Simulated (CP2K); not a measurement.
Input of a CP2K 2026.2 run:

File cdse_charges.inp:

```
&GLOBAL
  PROJECT cdse_charges
  RUN_TYPE ENERGY_FORCE
  PRINT_LEVEL LOW
&END GLOBAL
&FORCE_EVAL
  METHOD QS
  STRESS_TENSOR ANALYTICAL
  &DFT
    BASIS_SET_FILE_NAME BASIS_MOLOPT_UZH
    POTENTIAL_FILE_NAME POTENTIAL_UZH
    &MGRID
      CUTOFF 675
      REL_CUTOFF 60
      NGRIDS 5
    &END MGRID
    &QS
      METHOD GPW
      EPS_DEFAULT 1.0E-9
    &END QS
    &KPOINTS
      SCHEME MONKHORST-PACK 7 7 4
      GAMMA_CENTERED T
      SYMMETRY T
      SYMMETRY_BACKEND SPGLIB
    &END KPOINTS
    &SCF
      SCF_GUESS ATOMIC
      EPS_SCF 1.0E-6
      MAX_SCF 100
      ADDED_MOS 14
      CHOLESKY OFF
      EPS_EIGVAL 1.0E-7
      &DIAGONALIZATION ON
        ALGORITHM STANDARD
      &END DIAGONALIZATION
      &MIXING ON
        METHOD BROYDEN_MIXING
        ALPHA 0.4
        BETA 1.5
        NBUFFER 8
      &END MIXING
      &SMEAR ON
        METHOD FERMI_DIRAC
        ELECTRONIC_TEMPERATURE 580.23
      &END SMEAR
    &END SCF
    &XC
      &XC_FUNCTIONAL
        &GGA_X_PBE
        &END GGA_X_PBE
        &GGA_C_PBE
        &END GGA_C_PBE
      &END XC_FUNCTIONAL
    &END XC
    &PRINT
      &KPOINTS ON
      &END KPOINTS
      &MULLIKEN ON
      &END MULLIKEN
      &MO ON
        ENERGIES T
        OCCUPATION_NUMBERS T
        &EACH
          QS_SCF 0
        &END EACH
        ADD_LAST NUMERIC
      &END MO
      &LOWDIN ON
      &END LOWDIN
      &HIRSHFELD ON
        SHAPE_FUNCTION GAUSSIAN
      &END HIRSHFELD
      &VORONOI ON
        VORONOI_RADII UNITY
      &END VORONOI
    &END PRINT
  &END DFT
  &SUBSYS
    &CELL
      ABC 4.3000000000 4.3000000000 7.0200000000
      ALPHA_BETA_GAMMA 90.0000000000 90.0000000000 119.9999999998
      PERIODIC XYZ
    &END CELL
    &COORD
      Cd  2.1500000002 1.2413030786 3.5100000000
      Cd  -0.0000000002 2.4826061577 0.0000000000
      Se  2.1500000002 1.2413030786 6.2127000000
      Se  -0.0000000002 2.4826061577 2.7027000000
    &END COORD
    &KIND Cd
      BASIS_SET TZVP-MOLOPT-PBE-GTH-q12
      POTENTIAL GTH-PBE-q12
    &END KIND
    &KIND Se
      BASIS_SET TZVP-MOLOPT-PBE-GTH-q6
      POTENTIAL GTH-PBE-q6
    &END KIND
    &PRINT
      &ATOMIC_COORDINATES ON
      &END ATOMIC_COORDINATES
      &CELL ON
      &END CELL
    &END PRINT
  &END SUBSYS
  &PRINT
    &FORCES ON
    &END FORCES
    &STRESS_TENSOR ON
    &END STRESS_TENSOR
  &END PRINT
&END FORCE_EVAL
```

Potentials or basis: POTENTIAL_UZH Cd GTH-PBE-q12, Se GTH-PBE-q6; TZVP-MOLOPT-PBE-GTH basis.

Launch:

```console
$ OMP_NUM_THREADS=1 cp2k.psmp -i cdse_charges.inp -o cdse_charges.out
```

(1) Predict the Mulliken charges.

(2) Estimate the Hirshfeld charges.

(3) Predict the pressure.

(4) Estimate the largest force.

Answers

(1) Cd +0.53; Se -0.53 e.

(2) Cd -1.10; Se +1.10 e.

(3) 3.6 GPa.

(4) 0.309 eV/Å.

Caveat: the basis of atomic orbitals isn't converged, which shifts pressures, moduli and gaps.

**The experiment to reproduce.**

A printed reference work, data compilation reports, for a bulk crystal of CdSe at 2 K: band gap 1.841 eV.

A measured gap of CdSe is 1.841 eV (2 K; a printed reference work, data compilation); the calculated 0.70 eV misses it by -1.14 eV. So large a miss can be the level of theory's own, or it may mean another phase, state or a wrong row. Spin-orbit coupling on Cd, Se is left out. The value is that of PBE in an atomic basis (POTENTIAL_UZH Cd GTH-PBE-q12, Se GTH-PBE-q6; TZVP-MOLOPT-PBE-GTH basis), whose error adds to the functional's,, without temperature or zero-point motion. Semilocal functionals fall short of measured gaps as a rule.
